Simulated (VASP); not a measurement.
# KBr (Pm-3m) in VASP: settings compared, part 3 of 6

VASP 6.6.1.

## Step 32: Equation of state, PBE, 32.06 Å³/atom

Contents of INCAR:

```
SYSTEM = KBr
PREC = Accurate
ENCUT = 400
EDIFF = 1E-6
ISMEAR = 0
SIGMA = 0.05
LREAL = .False.
LASPH = .True.
NELM = 100
ALGO = Normal
ISIF = 2
LWAVE = .False.
LCHARG = .False.
GGA = PE
ADDGRID = .False.
```

Contents of KPOINTS:

```
Automatic mesh
0
Gamma
  5 5 5
  0 0 0
```

Contents of POSCAR:

```
KBr
1.0
    4.0026527831      0.0000000000      0.0000000000
    0.0000000000      4.0026527831      0.0000000000
    0.0000000000      0.0000000000      4.0026527831
Br K
1 1
Direct
    0.5000000000      0.5000000000      0.5000000000
    0.0000000000      0.0000000000      0.0000000000
```

The run is started by

```sh
$ cat potpaw_PBE.64/Br/POTCAR potpaw_PBE.64/K_pv/POTCAR > POTCAR
$ mpirun -np 1 vasp_std > vasp.out
```

Run time: 3.9 s. Hardware: 1 thread of Intel Xeon Platinum 8488C (Sapphire Rapids), shared host; peak memory 0.15 GiB.

These settings aren't checked as converged: the numbers below hold their error.

Results:

```yaml
Free_energy: -6.0355 eV
Pressure: 0.7 GPa
Band_gap_on_the_k_mesh: 4.00 eV, indirect (least direct gap 4.22 eV)
```

Caveat: an odd mesh through Γ misses points on the zone boundary, where band edges often lie.

## Step 33: Equation of state, PBE, 34.05 Å³/atom

INCAR is that of step 32.

KPOINTS is that of step 32.

Contents of POSCAR:

```
KBr
1.0
    4.0835362474      0.0000000000      0.0000000000
    0.0000000000      4.0835362474      0.0000000000
    0.0000000000      0.0000000000      4.0835362474
Br K
1 1
Direct
    0.5000000000      0.5000000000      0.5000000000
    0.0000000000      0.0000000000      0.0000000000
```

Potentials or basis: VASP PAW PBE potentials, release 64 (Br, K_pv).

The run is started by

```sh
$ cat potpaw_PBE.64/Br/POTCAR potpaw_PBE.64/K_pv/POTCAR > POTCAR
$ mpirun -np 1 vasp_std > vasp.out
```

It took 3.8 s on 1 thread of Intel Xeon Platinum 8488C (Sapphire Rapids), shared host; peak memory 0.15 GiB.

These settings aren't checked as converged: the numbers below hold their error.

Results:

| Item | Value |
| --- | --- |
| Free energy | -6.0401 eV |
| Pressure | -0.4 GPa |
| Band gap on the k mesh | 3.81 eV, indirect (least direct gap 4.02 eV) |

Caveat: an odd mesh through Γ misses points on the zone boundary, where band edges often lie.

## Step 34: Equation of state, PBE, 32.06 Å³/atom

INCAR: that of step 33 with these lines changed.

```diff
@@ -2,3 +2,3 @@
 PREC = Accurate
-ENCUT = 400
+ENCUT = 700
 EDIFF = 1E-6
```

Contents of KPOINTS:

```
Automatic mesh
0
Gamma
  4 4 4
  0 0 0
```

Contents of POSCAR:

```
KBr
1.0
    4.0026527831      0.0000000000      0.0000000000
    0.0000000000      4.0026527831      0.0000000000
    0.0000000000      0.0000000000      4.0026527831
Br K
1 1
Direct
    0.5000000000      0.5000000000      0.5000000000
    0.0000000000      0.0000000000      0.0000000000
```

The run is started by

```sh
$ cat potpaw_PBE.64/Br/POTCAR potpaw_PBE.64/K_pv/POTCAR > POTCAR
$ mpirun -np 1 vasp_std > vasp.out
```

Run time: 6.4 s. Hardware: 1 thread of Intel Xeon Platinum 8488C (Sapphire Rapids), shared host; peak memory 0.21 GiB.

The run converged, but some of its settings lie outside the range that counts as converged, so its numbers aren't taken as properties of the crystal.

Results:

| Quantity | Value |
| --- | --- |
| Free energy | -6.0319 eV |
| Pressure | 0.7 GPa |
| Band gap on the k mesh | 3.95 eV, indirect (least direct gap 4.22 eV) |

## Step 35: Equation of state, PBE, 34.05 Å³/atom

INCAR is that of step 34.

KPOINTS is that of step 34.

Contents of POSCAR:

```
KBr
1.0
    4.0835362474      0.0000000000      0.0000000000
    0.0000000000      4.0835362474      0.0000000000
    0.0000000000      0.0000000000      4.0835362474
Br K
1 1
Direct
    0.5000000000      0.5000000000      0.5000000000
    0.0000000000      0.0000000000      0.0000000000
```

The run is started by

```sh
$ cat potpaw_PBE.64/Br/POTCAR potpaw_PBE.64/K_pv/POTCAR > POTCAR
$ mpirun -np 1 vasp_std > vasp.out
```

It took 6.8 s on 1 thread of Intel Xeon Platinum 8488C (Sapphire Rapids), shared host; peak memory 0.21 GiB.

The run converged, but some of its settings lie outside the range that counts as converged, so its numbers aren't taken as properties of the crystal.

What came out:

| Item | Value |
| --- | --- |
| Free energy | -6.0372 eV |
| Pressure | -0.3 GPa |
| Band gap on the k mesh | 3.77 eV, indirect (least direct gap 4.02 eV) |

## Step 36: Equation of state, PBE, 32.06 Å³/atom

INCAR: that of step 35 with these lines changed.

```diff
@@ -2,3 +2,3 @@
 PREC = Accurate
-ENCUT = 700
+ENCUT = 450
 EDIFF = 1E-6
```

Contents of KPOINTS:

```
Automatic mesh
0
Gamma
  5 5 5
  0 0 0
```

Contents of POSCAR:

```
KBr
1.0
    4.0026527831      0.0000000000      0.0000000000
    0.0000000000      4.0026527831      0.0000000000
    0.0000000000      0.0000000000      4.0026527831
Br K
1 1
Direct
    0.5000000000      0.5000000000      0.5000000000
    0.0000000000      0.0000000000      0.0000000000
```

Potentials or basis: VASP PAW PBE potentials, release 64 (Br, K_pv).

The run is started by

```sh
$ cat potpaw_PBE.64/Br/POTCAR potpaw_PBE.64/K_pv/POTCAR > POTCAR
$ mpirun -np 1 vasp_std > vasp.out
```

Wall time 4.4 s (1 thread of Intel Xeon Platinum 8488C (Sapphire Rapids), shared host); peak memory 0.15 GiB.

These settings aren't checked as converged: the numbers below hold their error.

What came out:

```yaml
Free_energy: -6.0357 eV
Pressure: 0.7 GPa
Band_gap_on_the_k_mesh: 4.00 eV, indirect (least direct gap 4.22 eV)
```

Caveat: an odd mesh through Γ misses points on the zone boundary, where band edges often lie.

## Step 37: Equation of state, PBE, 34.05 Å³/atom

INCAR is that of step 36.

KPOINTS is that of step 36.

Contents of POSCAR:

```
KBr
1.0
    4.0835362474      0.0000000000      0.0000000000
    0.0000000000      4.0835362474      0.0000000000
    0.0000000000      0.0000000000      4.0835362474
Br K
1 1
Direct
    0.5000000000      0.5000000000      0.5000000000
    0.0000000000      0.0000000000      0.0000000000
```

The run is started by

```sh
$ cat potpaw_PBE.64/Br/POTCAR potpaw_PBE.64/K_pv/POTCAR > POTCAR
$ mpirun -np 1 vasp_std > vasp.out
```

Wall time 4 s (1 thread of Intel Xeon Platinum 8488C (Sapphire Rapids), shared host); peak memory 0.15 GiB.

The run converged, but some of its settings lie outside the range that counts as converged, so its numbers aren't taken as properties of the crystal.

What came out:

| Item | Value |
| --- | --- |
| Free energy | -6.0403 eV |
| Pressure | -0.3 GPa |
| Band gap on the k mesh | 3.81 eV, indirect (least direct gap 4.02 eV) |

Caveat: an odd mesh through Γ misses points on the zone boundary, where band edges often lie.

## Step 38: Equation of state, PBE, 32.06 Å³/atom

INCAR: that of step 37 with these lines changed.

```diff
@@ -5,3 +5,3 @@
 ISMEAR = 0
-SIGMA = 0.05
+SIGMA = 0.5
 LREAL = .False.
```

KPOINTS is that of step 37.

Contents of POSCAR:

```
KBr
1.0
    4.0026527831      0.0000000000      0.0000000000
    0.0000000000      4.0026527831      0.0000000000
    0.0000000000      0.0000000000      4.0026527831
Br K
1 1
Direct
    0.5000000000      0.5000000000      0.5000000000
    0.0000000000      0.0000000000      0.0000000000
```

The run is started by

```sh
$ cat potpaw_PBE.64/Br/POTCAR potpaw_PBE.64/K_pv/POTCAR > POTCAR
$ mpirun -np 1 vasp_std > vasp.out
```

Wall time 3.9 s (1 thread of Intel Xeon Platinum 8488C (Sapphire Rapids), shared host); peak memory 0.15 GiB.

The run converged, but some of its settings lie outside the range that counts as converged, so its numbers aren't taken as properties of the crystal.

Results:

```yaml
Free_energy: -6.0357 eV
Pressure: 0.7 GPa
Band_gap_on_the_k_mesh: 4.00 eV, indirect (least direct gap 4.22 eV)
```

Caveat: an odd mesh through Γ misses points on the zone boundary, where band edges often lie.

## Step 39: Equation of state, PBE, 34.05 Å³/atom

INCAR is that of step 38.

KPOINTS is that of step 38.

Contents of POSCAR:

```
KBr
1.0
    4.0835362474      0.0000000000      0.0000000000
    0.0000000000      4.0835362474      0.0000000000
    0.0000000000      0.0000000000      4.0835362474
Br K
1 1
Direct
    0.5000000000      0.5000000000      0.5000000000
    0.0000000000      0.0000000000      0.0000000000
```

Potentials or basis: VASP PAW PBE potentials, release 64 (Br, K_pv).

The run is started by

```sh
$ cat potpaw_PBE.64/Br/POTCAR potpaw_PBE.64/K_pv/POTCAR > POTCAR
$ mpirun -np 1 vasp_std > vasp.out
```

It took 4.1 s on 1 thread of Intel Xeon Platinum 8488C (Sapphire Rapids), shared host; peak memory 0.15 GiB.

The run converged, but some of its settings lie outside the range that counts as converged, so its numbers aren't taken as properties of the crystal.

Results:

| Property | Result |
| --- | --- |
| Free energy | -6.0403 eV |
| Pressure | -0.3 GPa |
| Band gap on the k mesh | 3.81 eV, indirect (least direct gap 4.02 eV) |

Caveat: an odd mesh through Γ misses points on the zone boundary, where band edges often lie.

## Step 40: Equation of state, PBE, 32.06 Å³/atom

INCAR: that of step 39 with these lines changed.

```diff
@@ -5,3 +5,3 @@
 ISMEAR = 0
-SIGMA = 0.5
+SIGMA = 0.2
 LREAL = .False.
```

KPOINTS is that of step 39.

Contents of POSCAR:

```
KBr
1.0
    4.0026527831      0.0000000000      0.0000000000
    0.0000000000      4.0026527831      0.0000000000
    0.0000000000      0.0000000000      4.0026527831
Br K
1 1
Direct
    0.5000000000      0.5000000000      0.5000000000
    0.0000000000      0.0000000000      0.0000000000
```

The run is started by

```sh
$ cat potpaw_PBE.64/Br/POTCAR potpaw_PBE.64/K_pv/POTCAR > POTCAR
$ mpirun -np 1 vasp_std > vasp.out
```

It took 4.1 s on 1 thread of Intel Xeon Platinum 8488C (Sapphire Rapids), shared host; peak memory 0.15 GiB.

The run converged, but some of its settings lie outside the range that counts as converged, so its numbers aren't taken as properties of the crystal.

Results:

* Free energy: -6.0357 eV
* Pressure: 0.7 GPa
* Band gap on the k mesh: 4.00 eV, indirect (least direct gap 4.22 eV)

Caveat: an odd mesh through Γ misses points on the zone boundary, where band edges often lie.

## Step 41: Equation of state, PBE, 34.05 Å³/atom

INCAR is that of step 40.

KPOINTS is that of step 40.

Contents of POSCAR:

```
KBr
1.0
    4.0835362474      0.0000000000      0.0000000000
    0.0000000000      4.0835362474      0.0000000000
    0.0000000000      0.0000000000      4.0835362474
Br K
1 1
Direct
    0.5000000000      0.5000000000      0.5000000000
    0.0000000000      0.0000000000      0.0000000000
```

The run is started by

```sh
$ cat potpaw_PBE.64/Br/POTCAR potpaw_PBE.64/K_pv/POTCAR > POTCAR
$ mpirun -np 1 vasp_std > vasp.out
```

Run time: 4 s. Hardware: 1 thread of Intel Xeon Platinum 8488C (Sapphire Rapids), shared host; peak memory 0.16 GiB.

The run converged, but some of its settings lie outside the range that counts as converged, so its numbers aren't taken as properties of the crystal.

Results:

- Free energy: -6.0403 eV
- Pressure: -0.3 GPa
- Band gap on the k mesh: 3.81 eV, indirect (least direct gap 4.02 eV)

Caveat: an odd mesh through Γ misses points on the zone boundary, where band edges often lie.

## Step 42: Equation of state, PBE, 32.06 Å³/atom

INCAR: that of step 41 with these lines changed.

```diff
@@ -5,3 +5,3 @@
 ISMEAR = 0
-SIGMA = 0.2
+SIGMA = 0.01
 LREAL = .False.
```

KPOINTS is that of step 41.

Contents of POSCAR:

```
KBr
1.0
    4.0026527831      0.0000000000      0.0000000000
    0.0000000000      4.0026527831      0.0000000000
    0.0000000000      0.0000000000      4.0026527831
Br K
1 1
Direct
    0.5000000000      0.5000000000      0.5000000000
    0.0000000000      0.0000000000      0.0000000000
```

Potentials or basis: VASP PAW PBE potentials, release 64 (Br, K_pv).

The run is started by

```sh
$ cat potpaw_PBE.64/Br/POTCAR potpaw_PBE.64/K_pv/POTCAR > POTCAR
$ mpirun -np 1 vasp_std > vasp.out
```

It took 4.1 s on 1 thread of Intel Xeon Platinum 8488C (Sapphire Rapids), shared host; peak memory 0.15 GiB.

The run converged, but some of its settings lie outside the range that counts as converged, so its numbers aren't taken as properties of the crystal.

What came out:

```yaml
Free_energy: -6.0357 eV
Pressure: 0.7 GPa
Band_gap_on_the_k_mesh: 4.00 eV, indirect (least direct gap 4.22 eV)
```

Caveat: an odd mesh through Γ misses points on the zone boundary, where band edges often lie.

## Step 43: Equation of state, PBE, 34.05 Å³/atom

INCAR is that of step 42.

KPOINTS is that of step 42.

Contents of POSCAR:

```
KBr
1.0
    4.0835362474      0.0000000000      0.0000000000
    0.0000000000      4.0835362474      0.0000000000
    0.0000000000      0.0000000000      4.0835362474
Br K
1 1
Direct
    0.5000000000      0.5000000000      0.5000000000
    0.0000000000      0.0000000000      0.0000000000
```

The run is started by

```sh
$ cat potpaw_PBE.64/Br/POTCAR potpaw_PBE.64/K_pv/POTCAR > POTCAR
$ mpirun -np 1 vasp_std > vasp.out
```

Run time: 4.1 s. Hardware: 1 thread of Intel Xeon Platinum 8488C (Sapphire Rapids), shared host; peak memory 0.15 GiB.

The run converged, but some of its settings lie outside the range that counts as converged, so its numbers aren't taken as properties of the crystal.

Results:

| Property | Result |
| --- | --- |
| Free energy | -6.0403 eV |
| Pressure | -0.3 GPa |
| Band gap on the k mesh | 3.81 eV, indirect (least direct gap 4.02 eV) |

Caveat: an odd mesh through Γ misses points on the zone boundary, where band edges often lie.

## Step 44: Equation of state, PBE, 32.06 Å³/atom

INCAR: that of step 43 with these lines changed.

```diff
@@ -1,3 +1,3 @@
 SYSTEM = KBr
-PREC = Accurate
+PREC = Low
 ENCUT = 450
@@ -5,3 +5,3 @@
 ISMEAR = 0
-SIGMA = 0.01
+SIGMA = 0.05
 LREAL = .False.
```

KPOINTS is that of step 43.

Contents of POSCAR:

```
KBr
1.0
    4.0026527831      0.0000000000      0.0000000000
    0.0000000000      4.0026527831      0.0000000000
    0.0000000000      0.0000000000      4.0026527831
Br K
1 1
Direct
    0.5000000000      0.5000000000      0.5000000000
    0.0000000000      0.0000000000      0.0000000000
```

The run is started by

```sh
$ cat potpaw_PBE.64/Br/POTCAR potpaw_PBE.64/K_pv/POTCAR > POTCAR
$ mpirun -np 1 vasp_std > vasp.out
```

It took 2.5 s on 1 thread of Intel Xeon Platinum 8488C (Sapphire Rapids), shared host; peak memory 0.11 GiB.

The run converged, but some of its settings lie outside the range that counts as converged, so its numbers aren't taken as properties of the crystal.

What came out:

* Free energy: -6.0355 eV
* Pressure: 0.7 GPa
* Band gap on the k mesh: 4.00 eV, indirect (least direct gap 4.22 eV)

Caveat: an odd mesh through Γ misses points on the zone boundary, where band edges often lie.

## Step 45: Equation of state, PBE, 34.05 Å³/atom

INCAR is that of step 44.

KPOINTS is that of step 44.

Contents of POSCAR:

```
KBr
1.0
    4.0835362474      0.0000000000      0.0000000000
    0.0000000000      4.0835362474      0.0000000000
    0.0000000000      0.0000000000      4.0835362474
Br K
1 1
Direct
    0.5000000000      0.5000000000      0.5000000000
    0.0000000000      0.0000000000      0.0000000000
```

Potentials or basis: VASP PAW PBE potentials, release 64 (Br, K_pv).

The run is started by

```sh
$ cat potpaw_PBE.64/Br/POTCAR potpaw_PBE.64/K_pv/POTCAR > POTCAR
$ mpirun -np 1 vasp_std > vasp.out
```

Run time: 2.7 s. Hardware: 1 thread of Intel Xeon Platinum 8488C (Sapphire Rapids), shared host; peak memory 0.12 GiB.

The run converged, but some of its settings lie outside the range that counts as converged, so its numbers aren't taken as properties of the crystal.

Results:

```yaml
Free_energy: -6.0400 eV
Pressure: -0.3 GPa
Band_gap_on_the_k_mesh: 3.81 eV, indirect (least direct gap 4.02 eV)
```

Caveat: an odd mesh through Γ misses points on the zone boundary, where band edges often lie.

## Step 46: Equation of state, PBE, 32.06 Å³/atom

INCAR: that of step 45 with these lines changed.

```diff
@@ -1,3 +1,3 @@
 SYSTEM = KBr
-PREC = Low
+PREC = Normal
 ENCUT = 450
```

KPOINTS is that of step 45.

Contents of POSCAR:

```
KBr
1.0
    4.0026527831      0.0000000000      0.0000000000
    0.0000000000      4.0026527831      0.0000000000
    0.0000000000      0.0000000000      4.0026527831
Br K
1 1
Direct
    0.5000000000      0.5000000000      0.5000000000
    0.0000000000      0.0000000000      0.0000000000
```

The run is started by

```sh
$ cat potpaw_PBE.64/Br/POTCAR potpaw_PBE.64/K_pv/POTCAR > POTCAR
$ mpirun -np 1 vasp_std > vasp.out
```

It took 3 s on 1 thread of Intel Xeon Platinum 8488C (Sapphire Rapids), shared host; peak memory 0.13 GiB.

These settings aren't checked as converged: the numbers below hold their error.

What came out:

* Free energy: -6.0357 eV
* Pressure: 0.7 GPa
* Band gap on the k mesh: 4.00 eV, indirect (least direct gap 4.22 eV)

Caveat: an odd mesh through Γ misses points on the zone boundary, where band edges often lie.

## Step 47: Equation of state, PBE, 34.05 Å³/atom

INCAR is that of step 46.

KPOINTS is that of step 46.

Contents of POSCAR:

```
KBr
1.0
    4.0835362474      0.0000000000      0.0000000000
    0.0000000000      4.0835362474      0.0000000000
    0.0000000000      0.0000000000      4.0835362474
Br K
1 1
Direct
    0.5000000000      0.5000000000      0.5000000000
    0.0000000000      0.0000000000      0.0000000000
```

The run is started by

```sh
$ cat potpaw_PBE.64/Br/POTCAR potpaw_PBE.64/K_pv/POTCAR > POTCAR
$ mpirun -np 1 vasp_std > vasp.out
```

Run time: 3 s. Hardware: 1 thread of Intel Xeon Platinum 8488C (Sapphire Rapids), shared host; peak memory 0.13 GiB.

These settings aren't checked as converged: the numbers below hold their error.

Results:

| Item | Value |
| --- | --- |
| Free energy | -6.0403 eV |
| Pressure | -0.3 GPa |
| Band gap on the k mesh | 3.81 eV, indirect (least direct gap 4.02 eV) |

Caveat: an odd mesh through Γ misses points on the zone boundary, where band edges often lie.

## Step 48: Equation of state, PBE, 32.06 Å³/atom

INCAR: that of step 47 with these lines changed.

```diff
@@ -1,3 +1,3 @@
 SYSTEM = KBr
-PREC = Normal
+PREC = Accurate
 ENCUT = 450
@@ -6,3 +6,3 @@
 SIGMA = 0.05
-LREAL = .False.
+LREAL = Auto
 LASPH = .True.
```

KPOINTS is that of step 47.

Contents of POSCAR:

```
KBr
1.0
    4.0026527831      0.0000000000      0.0000000000
    0.0000000000      4.0026527831      0.0000000000
    0.0000000000      0.0000000000      4.0026527831
Br K
1 1
Direct
    0.5000000000      0.5000000000      0.5000000000
    0.0000000000      0.0000000000      0.0000000000
```

Potentials or basis: VASP PAW PBE potentials, release 64 (Br, K_pv).

The run is started by

```sh
$ cat potpaw_PBE.64/Br/POTCAR potpaw_PBE.64/K_pv/POTCAR > POTCAR
$ mpirun -np 1 vasp_std > vasp.out
```

Wall time 5 s (1 thread of Intel Xeon Platinum 8488C (Sapphire Rapids), shared host); peak memory 0.16 GiB.

These settings aren't checked as converged: the numbers below hold their error.

Results:

* Free energy: -6.0359 eV
* Pressure: 0.7 GPa
* Band gap on the k mesh: 4.00 eV, indirect (least direct gap 4.22 eV)

Caveat: an odd mesh through Γ misses points on the zone boundary, where band edges often lie.

## Step 49: Equation of state, PBE, 34.05 Å³/atom

INCAR is that of step 48.

KPOINTS is that of step 48.

Contents of POSCAR:

```
KBr
1.0
    4.0835362474      0.0000000000      0.0000000000
    0.0000000000      4.0835362474      0.0000000000
    0.0000000000      0.0000000000      4.0835362474
Br K
1 1
Direct
    0.5000000000      0.5000000000      0.5000000000
    0.0000000000      0.0000000000      0.0000000000
```

The run is started by

```sh
$ cat potpaw_PBE.64/Br/POTCAR potpaw_PBE.64/K_pv/POTCAR > POTCAR
$ mpirun -np 1 vasp_std > vasp.out
```

It took 4.9 s on 1 thread of Intel Xeon Platinum 8488C (Sapphire Rapids), shared host; peak memory 0.15 GiB.

These settings aren't checked as converged: the numbers below hold their error.

What came out:

```
Free energy            : -6.0404 eV
Pressure               : -0.3 GPa
Band gap on the k mesh : 3.81 eV, indirect (least direct gap 4.02 eV)
```

Caveat: an odd mesh through Γ misses points on the zone boundary, where band edges often lie.

## Step 50: Equation of state, PBE, 32.06 Å³/atom

INCAR: that of step 49 with these lines changed.

```diff
@@ -3,6 +3,6 @@
 ENCUT = 450
-EDIFF = 1E-6
+EDIFF = 0.01
 ISMEAR = 0
 SIGMA = 0.05
-LREAL = Auto
+LREAL = .False.
 LASPH = .True.
```

KPOINTS is that of step 49.

Contents of POSCAR:

```
KBr
1.0
    4.0026527831      0.0000000000      0.0000000000
    0.0000000000      4.0026527831      0.0000000000
    0.0000000000      0.0000000000      4.0026527831
Br K
1 1
Direct
    0.5000000000      0.5000000000      0.5000000000
    0.0000000000      0.0000000000      0.0000000000
```

The run is started by

```sh
$ cat potpaw_PBE.64/Br/POTCAR potpaw_PBE.64/K_pv/POTCAR > POTCAR
$ mpirun -np 1 vasp_std > vasp.out
```

Run time: 2.9 s. Hardware: 1 thread of Intel Xeon Platinum 8488C (Sapphire Rapids), shared host; peak memory 0.15 GiB.

These settings aren't checked as converged: the numbers below hold their error.

What came out:

| Quantity | Value |
| --- | --- |
| Free energy | -6.0354 eV |
| Pressure | 1.0 GPa |
| Band gap on the k mesh | 4.00 eV, indirect (least direct gap 4.22 eV) |

Caveat: an odd mesh through Γ misses points on the zone boundary, where band edges often lie.

[end of part 3 of 6]
